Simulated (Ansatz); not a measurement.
# Pd (Im-3m) in Ansatz: band structure with RPBE+D3(BJ)

Aim: the band structure of Pd with RPBE+D3(BJ).

Everything below comes from runs of Ansatz 0.2.0. Logs are shortened: lines on timing, memory, paths and dates and some standing lists are left out, and cuts for length are marked.

### 1 Starting point

It takes space group Im-3m (No. 229, cubic). Conventional cell: a = 3.145 Å, b = 3.145 Å, c = 3.145 Å, α = 90.00°, β = 90.00°, γ = 90.00°. Pd (site symmetry m-3m) is surrounded by 8 Pd at 2.72 Å.

This isn't the form of Pd at room conditions, which is fcc.

### 2 Band structure, RPBE+D3(BJ), spin-orbit coupling, no magnetisation

input.yaml

```yaml
crystal:
  lattice:
    - [-1.572281, 1.572281, 1.572281]
    - [1.572281, -1.572281, 1.572281]
    - [1.572281, 1.572281, -1.572281]
  atoms:
    - { symbol: Pd, position: [0.0, 0.0, 0.0] }
kpoints:
  mp_grid: { grid: [9, 9, 9] }
  band_path:
    path:
      - [0.0, 0.0, 0.0]
      - [0.5, -0.5, 0.5]
      - [0.0, 0.0, 0.5]
      - [0.0, 0.0, 0.0]
      - [0.25, 0.25, 0.25]
      - [0.5, -0.5, 0.5]
    npoints: 6
scf:
  occupations: { method: methfessel_paxton, width: 0.1 }
hamiltonian:
  xc: rpbe
  dispersion: d3bj
  pseudopotentials: { kind: all_electron, lapw: { basis_error: 0.001 } }
magnetization:
  noncollinear: true
  spin_orbit: true
output:
  forces: true
  stress: true
  eigenvalues: true
```

Potentials or basis: all-electron LAPW, relativistic spinors.

The run is started by

```bash
> ansatz run input.yaml --threads 1 --pin off --max-ram 3072MiB --backend cpu --events-out ev --progress --plain --runs-dir out
```

Standard output:

```text
Warning: RAYON_NUM_THREADS=1 ignored (pool sized by the plan → 1); use --threads N
LAPW: plane waves up to 8.466 Å⁻¹, error target 1.0e-3 eV per atom; Dirac's equation on spinors; Pd in spheres of 1.362 Å, 28 of its electrons in bands (how accurate: hamiltonian.pseudopotentials.lapw.basis_error, Limitations)
Engine: ansatz 0.2.0, x86_64-unknown-linux-gnu
Pseudopotentials: kind: all_electron
Pseudopotential: Pd, LAPW, valence charge 28, lapw/all_electron/dirac/gaussian/Pd, Dirac's equation, gaussian nucleus
Functional definition: RPBE
  parameter kappa = 0.804
  parameter beta = 0.06672455060314922
  exchange = rpbe_x(kappa = kappa, mu = beta*pi^2/3)
  correlation = pbe_c(beta = beta)
non-collinear run that drives no moment, with spin-orbit: no starting moment large enough to seed its density (crystal.atoms[].spin), no starting occupations that ask for one, no magnetisation constraint and no magnetic field, so the semilocal B_xc is pinned to zero
Crystal: 1 atoms, lattice volume = 15.547 Å³
Basis set: ecut = 273.0517884292492 eV, 141 PW (Γ), exchange–correlation at level 2
Bands: 36, of which v1, the nominal top of the filled ones, is band 28 counted from 1 (27 counted from 0)
Symmetry: 48 space group operations + 48 with time reversal
Magnetic group: BNS 229.141 (UNI 1643), of the structure as read, at distance tolerance 2.5e-5 Å
k-points: 35 of 729
Non-local potential: Pd, projectors of the file, none
Initial density: superposition of atomic densities (chi_scale 0.1, normalization cell)
Initial wavefunctions: plane waves of lowest kinetic energy (no species holds an atomic orbital)
Functional: x = rpbe, c = pbe(β = 0.06672455060314922)
iter 1 solved again at ethr=1.06e-3 eV; its pass at ethr=1.00e-1 eV (dr2=2.97e-1 eV) is discarded
SCF iter   1: F=—  HF=-137347.154275 eV  |F-HF|=—  |Δ(HF+E_count)|=         —  Δρ=5.46e-2  dr2=2.97e-1  dr2_m=0.00e0 (ungated)  ethr=1.06e-3  |M|=0.00e0 ∫|m|=0.00e0 μB  β_m=0.30  ⟨swp⟩=2.3  Hψ=7990  notcnv=0
preconditioner: auto → Kerker (q_TF=auto, 3.009 Å⁻¹)  [metal: Δε(μ)=0.061 eV  Ē_g=13.082 eV  σ=0.100 eV  W_gap=0.49  n_scr=12 (ndim 8)  ℏωp=29.8 eV  f_vac=0.000  D(μ)=1.12/eV (n_scr^D=12)]
spin=Noncollinear: Kerker preconditioning applied to the charge; magnetization (m_x, m_y, m_z) channels mix plain (no charge-response kernel on spin).
SCF iter   2: F=—  HF=-137346.379352 eV  |F-HF|=—  |Δ(HF+E_count)|=   7.75e-1  S|Δr|=    0.00e0  Δρ=2.44e-2  dr2=6.83e-2  dr2_m=0.00e0 (ungated)  ethr=1.06e-3  |M|=0.00e0 ∫|m|=0.00e0 μB  β_m=0.34  ⟨swp⟩=2.1  Hψ=3452  notcnv=0
preconditioner: auto → none  [insulator: Δε(μ)=0.170 eV  Ē_g=13.548 eV  σ=0.100 eV  W_gap=0.99  n_scr=12 (ndim 8)  ℏωp=29.8 eV  f_vac=0.000  D(μ)=0.07/eV (n_scr^D=0)  ε∞_Penn≈5.8]
SCF iter   3: F=—  HF=-137346.339094 eV  |F-HF|=—  |Δ(HF+E_count)|=         —  Δρ=1.29e-2  dr2=2.04e-2  dr2_m=0.00e0 (ungated)  ethr=2.44e-4  |M|=0.00e0 ∫|m|=0.00e0 μB  β_m=0.58  ⟨swp⟩=2.0  Hψ=3550  notcnv=0
the basis was enlarged: its passes take 2.8 MiB over the memory plan, 1 of 1 planned eigensolver slots
iter 4 solved again at ethr=1.60e-7 eV; its pass at ethr=7.29e-5 eV (dr2=4.47e-5 eV) is discarded
SCF iter   4: F=—  HF=-137346.331889 eV  |F-HF|=—  |Δ(HF+E_count)|=   7.20e-3  S|Δr|=    0.00e0  Δρ=5.49e-4  dr2=4.46e-5  dr2_m=0.00e0 (ungated)  ethr=1.60e-7  |M|=0.00e0 ∫|m|=0.00e0 μB  β_m=0.67  ⟨swp⟩=2.9  Hψ=6386  notcnv=0
SCF iter   5: F=—  HF=-137346.331806 eV  |F-HF|=—  |Δ(HF+E_count)|=   8.30e-5  S|Δr|=    0.00e0  Δρ=2.39e-4  dr2=6.59e-6  dr2_m=0.00e0 (ungated)  ethr=1.59e-7  |M|=0.00e0 ∫|m|=0.00e0 μB  β_m=0.81  ⟨swp⟩=3.0  Hψ=3702  notcnv=0
SCF iter   6: F=-137346.331811 eV  HF=-137346.331811 eV  |F-HF|=1.85e-8  |Δ(HF+E_count)|=   5.41e-6  S|Δr|=    0.00e0  Δρ=1.01e-5  dr2=6.69e-9  dr2_m=0.00e0 (ungated)  ethr=2.35e-8  |M|=0.00e0 ∫|m|=0.00e0 μB  ⟨swp⟩=2.1  Hψ=3544  notcnv=0
SCF 1 converged in 6 iterations: F = -137346.331811 eV  dr2 = 6.69e-9
NSCF: frozen V_eff on 31 k-points
SCF converged after 6 iterations
Stability not checked: this state was not tested for a lower state beside it, because cold or Methfessel-Paxton smearing, or corrected tetrahedra, fill the levels in a way that the test cannot read (fill_not_monotonic; see scf.lower_state_search)
Magnetization: |M| = 0.0000 μB,  M = (+0.0000, +0.0000, +0.0000) μB
Absolute magnetization: 0.0000 μB (∫|m|)
  site 0: m = (+0.0000, +0.0000, +0.0000) μB, |m| = 0.0000 μB  (R = 1.36 Å)
Free energy (F): -137346.331811 eV
Harris-Foulkes:  -137346.331811 eV  (|F-HF|=1.85e-8)
Internal energy: -137346.333719 eV  (E = F + TS)
E sigma→0 (E₀):  -137346.332288 eV
Entropy (-TS):   0.001908 eV (1.908 meV/atom)
Fermi energy:    20.155155 eV
--- Per-component energies (eV) ---
  E_band       = -3165.717980
  E_kinetic    = 143451.467082
  E_xc         = -3932.002379
  E_electrostatic = -276862.525130  (all electrons and nuclei)
  E_disp       = -3.273292  (pairwise vdW)
  E_smearing   = 0.001908  (= −TS)
  E_closure    = 0.000000  (closes the sum)
  E_atoms      = -137339.970119  (free atoms, spherical and without spin; not in F)
  Σ components = -137346.331811   (vs F -137346.331811, Δ=0.00e0)
  Basis errors (estimates in eV, not in F): energy 2.8e-4 per atom: plane waves 2.4e-4 (1.2e-4 summed), levels above the bands 0.0e0, relativity 1.6e-7, radial functions 3.7e-5, core shells 7.9e-8; eigenvalues (radial functions only) 4.9e-6; not estimated: angular momenta, meshes, grids; target (lapw.basis_error) 1.0e-3; muffin-tin radii Pd 1.362 Å
--- Forces (eV/Å), atoms counted from 1 ---
  atom   1  Pd    -0.00000000     0.00000000     0.00000000
  max |Σ_I F_I| component: 1.29e-26 eV/Å
--- Stress (GPa, compression-positive) ---
      -36.404532       0.000000      -0.000000
        0.000000     -36.404532       0.000000
       -0.000000       0.000000     -36.404532
  P = ⅓ Tr σ = -36.4045 GPa (-364.045 kbar)
--- Band table (eV; the first three rows and the last of 35) ---
  k-point 0: bands = ["-307.1736", "-307.1736", "-307.1736", "-307.1736", "-301.6440", "-301.6440", "-301.6281", "-301.6281", "-301.6281", "-301.6281", "-63.7684", "-63.7684", "-32.4236", "-32.4236", "-27.9272", "-27.9272", "-27.9272", "-27.9272", "13.4554", "13.4554", "17.3052", "17.3052", "17.3052", "17.3052", "17.6105", "17.6105", "19.2856", "19.2856", "19.2856", "19.2856", "39.2399", "39.2399", "39.2404", "39.2404", "39.2404", "39.2404"]
  k-point 1: bands = ["-307.1736", "-307.1736", "-307.1736", "-307.1736", "-301.6440", "-301.6440", "-301.6281", "-301.6281", "-301.6281", "-301.6281", "-63.7629", "-63.7629", "-32.4387", "-32.4387", "-27.9609", "-27.9609", "-27.9341", "-27.9341", "13.8982", "13.8982", "17.2200", "17.2200", "17.3842", "17.3842", "17.7848", "17.7848", "19.1354", "19.1354", "19.3006", "19.3006", "38.7864", "38.7864", "39.2105", "39.2105", "39.7478", "39.7478"]
  k-point 2: bands = ["-307.1736", "-307.1736", "-307.1736", "-307.1736", "-301.6440", "-301.6440", "-301.6281", "-301.6281", "-301.6281", "-301.6281", "-63.7490", "-63.7490", "-32.4772", "-32.4772", "-28.0451", "-28.0451", "-27.9514", "-27.9514", "14.9488", "14.9488", "16.9115", "16.9115", "17.5176", "17.5176", "18.5725", "18.5725", "18.9805", "18.9805", "19.3625", "19.3625", "36.1625", "36.1625", "38.1173", "38.1173", "41.0525", "41.0525"]
  k-point 34: bands = ["-307.1736", "-307.1736", "-307.1736", "-307.1736", "-301.6440", "-301.6440", "-301.6281", "-301.6281", "-301.6281", "-301.6281", "-63.6871", "-63.6871", "-32.6307", "-32.6307", "-28.2047", "-28.2047", "-28.2002", "-28.2002", "15.4130", "15.4130", "15.4504", "15.4504", "19.9819", "19.9819", "20.0711", "20.0711", "20.3877", "20.3877", "28.0256", "28.0256", "29.5748", "29.5748", "30.0178", "30.0178", "36.9931", "36.9931"]
```

Run time: 59 s. Hardware: 1 thread of Intel Xeon at 2.70GHz, shared host; peak memory 0.45 GiB.

What came out:

| Property | Result |
| --- | --- |
| Free energy | -137346.3318 eV |
| Pressure | -36.4 GPa |
| Band gap along the path | none (metal or under the smearing width) |

Levels at the corners of the path, in eV from the Fermi level:
```
point  band 26  band 27  band 28  band 29  band 30  band 31
    Γ    -2.54    -0.87    -0.87    -0.87    -0.87    19.08
    H     0.08     0.42     0.42     8.59     8.59     9.34
    N    -0.66     0.56     0.56     1.51     1.51     7.57
    Γ    -2.54    -0.87    -0.87    -0.87    -0.87    19.08
    P    -0.63    -0.63    -0.63     8.59     8.59     9.04
    H     0.08     0.42     0.42     8.59     8.59     9.34
```

Caveat: the k mesh is thin for a metal, which can move the energy by tens of meV per atom; a pressure of tens of GPa on the cell as given is suspect, and the run, the potentials or the cell itself is likely at fault; pairwise dispersion overbinds metals, which lowers pressure and volume.
